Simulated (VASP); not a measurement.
Here is a VASP 6.6.1 calculation.

The input INCAR:

```
SYSTEM = Bi
PREC = Accurate
ENCUT = 600
EDIFF = 1E-7
ISMEAR = 0
SIGMA = 0.1
LREAL = .FALSE.
LASPH = .TRUE.
NELM = 100
ALGO = Normal
ISIF = 3
LWAVE = .FALSE.
LCHARG = .FALSE.
GGA = PS
IBRION = 2
NSW = 90
EDIFFG = -0.04
```

The input KPOINTS:

```
regular mesh
0
G
  6 6 6
  0 0 0
```

POSCAR

```
Bi
1.0
    5.6415794498      0.0000000000      0.0000000000
   -2.8207897249      4.8857511210      0.0000000000
    0.0000000000      0.0000000000      3.2737615917
Bi
3
Direct
    0.0000000000      0.0000000000      0.0000000000
    0.3333333333      0.6666666667      0.5000000000
    0.6666666667      0.3333333333      0.5000000000
```

Potentials or basis: VASP PAW PBE potentials, release 64 (Bi_d).

Run with:

```sh
$ cat potpaw_PBE.64/Bi_d/POTCAR > POTCAR
$ mpirun -np 1 vasp_std > vasp.out
```

**Question.** Estimate the space group after relaxing (to 0.05 Å).

**Answer.** P6/mmm (No. 191).

**Question.** Predict the band gap on the k mesh.

**Answer.** None (metal or under the smearing width).

**Question.** Estimate the relaxed cell.

**Answer.** a = 5.655 Å, b = 5.655 Å, c = 3.278 Å, α = 90.00°, β = 90.00°, γ = 120.00°.

The path:
```csv
step,energy change (eV),largest force (eV/Å),pressure (GPa),volume (Å³)
1,0.0000,0.0000,0.36,90.24
2,-0.0004,0.0000,-0.25,91.13
3,-0.0007,0.0000,-0.01,90.78
```

Caveat: the PAW data sets were made with another functional, which shifts forces and pressure a little; spin-orbit coupling is left out, which moves the levels of the heavy elements.
